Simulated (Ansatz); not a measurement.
# PbTe (NiAs type): how the settings move a single-point run

How sensitive is a single-point run of PbTe (NiAs type) to its settings? A reference run comes first, then five runs with altered input.

Computed with Ansatz 0.2.0 (reference: DFT PBE, scalar-relativistic, plane waves, PAW, unless a step's input says otherwise).

2 further runs of the same task are left out: 2 that didn't finish. Runs told in other sessions of the task aren't counted.

## (1) Starting point

It takes space group P6_3/mmc (No. 194, hexagonal). The conventional cell has a = 4.571 Å, b = 4.571 Å, c = 7.962 Å, α = 90.00°, β = 90.00°, γ = 120.00°. Pb (site symmetry -3m) is surrounded by 6 Te at 3.31 Å. Te (site symmetry -6m2) has 6 Pb at 3.31 Å in its first shell of neighbours.

Structure file:

```cif
data_structure
_symmetry_space_group_name_H-M 'P6_3/mmc'
_symmetry_Int_Tables_number 194
_cell_length_a 4.5708
_cell_length_b 4.5708
_cell_length_c 7.9621
_cell_angle_alpha 90.000
_cell_angle_beta 90.000
_cell_angle_gamma 120.000
_cell_volume 144.06
loop_
_atom_site_label
_atom_site_type_symbol
_atom_site_symmetry_multiplicity
_atom_site_Wyckoff_symbol
_atom_site_fract_x
_atom_site_fract_y
_atom_site_fract_z
_atom_site_occupancy
Pb1 Pb 2 a 0.00000 0.00000 0.00000 1
Te1 Te 2 c 0.33333 0.66667 0.25000 1
```

## (2) Baseline

Contents of input.yaml:

```yaml
crystal:
  lattice:
    - [4.570811697, 0.0, 0.0]
    - [-2.2854058485, 3.9584390456, 0.0]
    - [0.0, 0.0, 7.9620835827]
  atoms:
    - { symbol: Pb, position: [0.0, 0.0, 0.0] }
    - { symbol: Pb, position: [0.0, 0.0, 0.5] }
    - { symbol: Te, position: [0.3333333333, 0.6666666667, 0.25] }
    - { symbol: Te, position: [0.6666666667, 0.3333333333, 0.75] }
basis:
  ecutwfc: 420
  ecutrho_ratio: 4
kpoints:
  mp_grid: { grid: [8, 8, 6] }
  band_path:
    path:
      - [[0.0, 0.0, 0.0], [0.5, 0.0, 0.0], [0.33333333, 0.33333333, 0.0], [0.0, 0.0, 0.0], [0.0, 0.0, 0.5], [0.5, 0.0, 0.5], [0.33333333, 0.33333333, 0.5], [0.0, 0.0, 0.5]]
      - [[0.5, 0.0, 0.5], [0.5, 0.0, 0.0]]
      - [[0.33333333, 0.33333333, 0.5], [0.33333333, 0.33333333, 0.0]]
    npoints: 14
hamiltonian:
  xc: pbe
scf:
  occupations: { method: gaussian, width: 0.05 }
  n_extra_bands: 17
output:
  forces: true
  stress: true
  eigenvalues: true
  populations: true
  dos: { projected: true, de: 0.02, nscf_kmesh: { grid: [12, 12, 9] } }
  bader: true
  write_density: true
  write_potential: true
  elf: true
  volumetric_format: npy
```

The run is started by

```sh
$ ansatz run input.yaml --threads 2 --pin off --max-ram 2662MiB --backend cpu --events-out ev --progress --plain --runs-dir out
```

## (3) Variant: ecutwfc 550 eV

Contents of input.yaml:

```yaml
crystal:
  lattice:
    - [4.570811697048, 0.0, 0.0]
    - [-2.285405848524, 3.958439045559, 0.0]
    - [0.0, 0.0, 7.9620835827]
  atoms:
    - { symbol: Pb, position: [0.0, 0.0, 0.0] }
    - { symbol: Pb, position: [0.0, 0.0, 0.5] }
    - { symbol: Te, position: [0.3333333333333, 0.6666666666667, 0.25] }
    - { symbol: Te, position: [0.6666666666667, 0.3333333333333, 0.75] }
basis:
  ecutwfc: "550 eV"
  ecutrho_ratio: 4
kpoints:
  mp_grid: { grid: [8, 8, 6] }
hamiltonian:
  xc: pbe
scf:
  occupations: { method: gaussian, width: 0.05 }
output:
  forces: true
  stress: true
```

## (4) Variant: xc r2scan

Contents of input.yaml:

```yaml
crystal:
  lattice:
    - [4.570811697048, 0.0, 0.0]
    - [-2.285405848524, 3.958439045559, 0.0]
    - [0.0, 0.0, 7.9620835827]
  atoms:
    - { symbol: Pb, position: [0.0, 0.0, 0.0] }
    - { symbol: Pb, position: [0.0, 0.0, 0.5] }
    - { symbol: Te, position: [0.3333333333333, 0.6666666666667, 0.25] }
    - { symbol: Te, position: [0.6666666666667, 0.3333333333333, 0.75] }
basis:
  ecutwfc: 420
  ecutrho_ratio: 4
kpoints:
  mp_grid: { grid: [8, 8, 6] }
hamiltonian:
  xc: r2scan
scf:
  occupations: { method: gaussian, width: 0.05 }
output:
  forces: true
  stress: true
  write_density: true
  write_potential: true
  elf: true
  volumetric_format: npy
```

## (5) Variant: ecutrho_ratio 12, scf.algorithm direct_min

Contents of input.yaml:

```yaml
crystal:
  lattice:
    - [4.570811697048, 0.0, 0.0]
    - [-2.285405848524, 3.958439045559, 0.0]
    - [0.0, 0.0, 7.9620835827]
  atoms:
    - { symbol: Pb, position: [0.0, 0.0, 0.0] }
    - { symbol: Pb, position: [0.0, 0.0, 0.5] }
    - { symbol: Te, position: [0.3333333333333, 0.6666666666667, 0.25] }
    - { symbol: Te, position: [0.6666666666667, 0.3333333333333, 0.75] }
basis:
  ecutwfc: 420
  ecutrho_ratio: 12
kpoints:
  mp_grid: { grid: [8, 8, 6] }
hamiltonian:
  xc: pbe
scf:
  occupations: { method: gaussian, width: 0.05 }
  algorithm: direct_min
output:
  forces: true
  stress: true
```

## (6) Changed: basis.precision f64, eigensolver.kind davidson

Contents of input.yaml:

```yaml
crystal:
  lattice:
    - [4.570811697048, 0.0, 0.0]
    - [-2.285405848524, 3.958439045559, 0.0]
    - [0.0, 0.0, 7.9620835827]
  atoms:
    - { symbol: Pb, position: [0.0, 0.0, 0.0] }
    - { symbol: Pb, position: [0.0, 0.0, 0.5] }
    - { symbol: Te, position: [0.3333333333333, 0.6666666666667, 0.25] }
    - { symbol: Te, position: [0.6666666666667, 0.3333333333333, 0.75] }
basis:
  ecutwfc: 420
  ecutrho_ratio: 4
  precision: f64
kpoints:
  mp_grid: { grid: [8, 8, 6] }
hamiltonian:
  xc: pbe
scf:
  occupations: { method: gaussian, width: 0.05 }
  eigensolver: { kind: davidson }
output:
  forces: true
  stress: true
```

## (7) Variant: preconditioner local_kerker

Contents of input.yaml:

```yaml
crystal:
  lattice:
    - [4.570811697048, 0.0, 0.0]
    - [-2.285405848524, 3.958439045559, 0.0]
    - [0.0, 0.0, 7.9620835827]
  atoms:
    - { symbol: Pb, position: [0.0, 0.0, 0.0] }
    - { symbol: Pb, position: [0.0, 0.0, 0.5] }
    - { symbol: Te, position: [0.3333333333333, 0.6666666666667, 0.25] }
    - { symbol: Te, position: [0.6666666666667, 0.3333333333333, 0.75] }
basis:
  ecutwfc: 420
  ecutrho_ratio: 4
kpoints:
  mp_grid: { grid: [8, 8, 6] }
hamiltonian:
  xc: pbe
scf:
  occupations: { method: gaussian, width: 0.05 }
  mixing: { preconditioner: local_kerker }
output:
  forces: true
  stress: true
```

Q: Predict the outcome of this session. Wanted: for each run, ending; energy change; pressure; gap; force.

As calculated:

```
                                              run     ending   energy change  pressure (GPa)  gap (eV)  force (eV/Å)  cycles   time
                                        reference  converged               0             0.0      0.21          0.00       6   37 s
                                1: ecutwfc 550 eV  converged   -0.8 meV/atom             0.0      0.21          0.00       6  5.5 s
                                     2: xc r2scan  converged  not comparable            -0.6      0.51          0.00       7   12 s
    3: ecutrho_ratio 12, scf.algorithm direct_min  converged    0.0 meV/atom             0.0      0.21          0.00       5   15 s
4: basis.precision f64, eigensolver.kind davidson  converged    0.0 meV/atom             0.0      0.21          0.00       6  5.6 s
                   5: preconditioner local_kerker  converged    0.0 meV/atom             0.0      0.21          0.00       7  4.7 s
```

Times don't compare one to one where runs were asked for different outputs or read a saved state (see the inputs); cycles may leave out searches for a lower state.

Residual by cycle in the longest SCF loop of each run; runs are numbered as in the table. The quantity is the density residual dr2, in eV.

```
cycle  reference   run 1    run 2    run 3    run 4   run 5
    1     1.0e-3  9.0e-4   0.0255  0.00102  0.00102  8.8e-4
    2     3.5e-4  4.0e-4  0.00595   8.2e-5   2.9e-4  4.4e-4
    3     4.5e-5  4.1e-5   3.6e-4   1.1e-5   8.6e-6  3.0e-5
    4     5.2e-6  9.6e-6   2.2e-5   5.2e-7   4.8e-7  7.2e-6
    5     1.0e-6  1.9e-6   3.1e-6   1.3e-8   2.3e-8  1.7e-6
    6     3.8e-8  1.6e-8   1.2e-7        -   3.7e-9  1.1e-7
    7          -       -   5.2e-9        -        -  9.1e-9
```

Of the converged runs whose energies compare with the reference's, «ecutwfc 550 eV» moves the energy most (-0.8 meV/atom). Run 2 ran under the cutoff that the potentials recommend, as the log warns, so basis error is mixed into its values. The gap of the reference lacks spin-orbit coupling, though the cell holds Te and Pb.

The gaps are Kohn-Sham values of a semilocal functional, not quasiparticle or optical gaps. Such gaps usually fall short of the measured ones; spin-orbit coupling, left out here, narrows gaps with Pb, Te, so the two errors partly cancel.
